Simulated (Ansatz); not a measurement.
# HfO2: the cost of one run

Method: DFT PBEsol, scalar-relativistic, plane waves, PAW, in Ansatz 0.2.0.

### 1 Starting point

It takes space group Fm-3m (No. 225, cubic). Conventional cell: a = 5.115 Å, b = 5.115 Å, c = 5.115 Å, α = 90.00°, β = 90.00°, γ = 90.00°. Around Hf (site symmetry m-3m) lie 8 O at 2.21 Å. Around O (site symmetry -43m) lie 4 Hf at 2.21 Å.

Coordinates:

```
CELL_PARAMETERS angstrom
0.00000 2.55750 2.55750
2.55750 0.00000 2.55750
2.55750 2.55750 0.00000
ATOMIC_POSITIONS crystal
Hf 0.00000 0.00000 0.00000
O 0.25000 0.25000 0.25000
O 0.75000 0.75000 0.75000
```

The structure comes from the Crystallography Open Database.

### 2 The base run

The input, input.yaml:

```yaml
crystal:
  lattice:
    - [0.0, 2.5575, 2.5575]
    - [2.5575, 0.0, 2.5575]
    - [2.5575, 2.5575, 0.0]
  atoms:
    - { symbol: Hf, position: [0.0, 0.0, 0.0] }
    - { symbol: O, position: [0.25, 0.25, 0.25] }
    - { symbol: O, position: [0.75, 0.75, 0.75] }
basis:
  ecutwfc: 500
  fft_grid_basis: typed
kpoints:
  mp_grid: { grid: [10, 10, 10] }
hamiltonian:
  xc: pbesol
  pseudopotentials: { kind: paw }
scf:
  occupations: { method: gaussian, width: 0.05 }
output:
  forces: true
  stress: true
  eigenvalues: true
  bader: true
  write_density: true
  volumetric_format: npy
  elf: true
```

Started as:

```console
$ ansatz run input.yaml --threads 2 --pin off --max-ram 4096MiB --backend cpu --events-out ev --progress --plain --runs-dir out
```

Q: Estimate wall time and peak memory on 2 threads of Arm Neoverse V1, shared host.

About 11 s, with a peak of 0.34 GiB.
